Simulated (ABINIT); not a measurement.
Planning a run of ABINIT 10.8.3 on KCl (Sylvite). The input:

```
acell 3*1.0 Angstrom
rprim 
  -0.000000000000 3.146470000000 3.146470000000
  3.146470000000 0.000000000000 3.146470000000
  3.146470000000 3.146470000000 -0.000000000000
ntypat 2
znucl 19 17
natom 2
typat 1 2
xred 
  0.000000000000 0.000000000000 0.000000000000
  0.500000000000 0.500000000000 0.500000000000
pp_dirpath "pseudos"
pseudos "K.upf, Cl.upf"
ecut 33
ngkpt 4 4 4
nshiftk 1
shiftk 0 0 0
kptopt 1
chksymbreak 0
istwfk *1
occopt 1
irdwfk 1
optdriver 3
nband 212
ecuteps 7
inclvkb 2
awtr 1
symchi 1
irdqps 1
gwcalctyp 28
nqptdm 7
qptdm 
  0.2500000000 0.0000000000 0.0000000000
  0.5000000000 0.0000000000 0.0000000000
  0.2500000000 0.2500000000 0.0000000000
  0.5000000000 0.2500000000 0.0000000000
  -0.2500000000 0.2500000000 0.0000000000
  0.5000000000 0.5000000000 0.0000000000
  -0.2500000000 0.5000000000 0.2500000000
indata_prefix "in"
outdata_prefix "out"
tmpdata_prefix "tmp"
```

```sh
OMP_NUM_THREADS=1 mpirun -n 4 abinit run.abi > log; mrgscr < mrgscr.stdin
```

**Question.** How long will it take on 4 MPI ranks of Arm Neoverse V1, shared host, and how much memory?

It took 48 s; on shared hardware allow 24 s to 97 s. Peak host memory was 1.4 GiB.

[Paths, hosts, dates, memory and timing lines, banners, echoed tables and standing remarks are left out of the program output.]

[Logs are printed without paths, hosts, clocks, repeated set-up lines and the standing remarks that a program may print on its own settings, such as how far it seeks lower states.]

[Runs of the session that timed out or met a known fault of the program may be left out.]

[Hosts, paths, dates, database ids (printed as entryN), source tags and the programs' standing remarks are cut or masked in the printed files.]

[G0W0 gaps are taken among the corrected bands and points alone; a level outside them can change the order at an edge.]

[Where Ansatz stands beside ABINIT at settings called matched, ABINIT's density can come from a denser mesh and the files from another edition; pairs whose starting gaps differed by over 0.03 eV were left out, so agreement reads better than it is.]
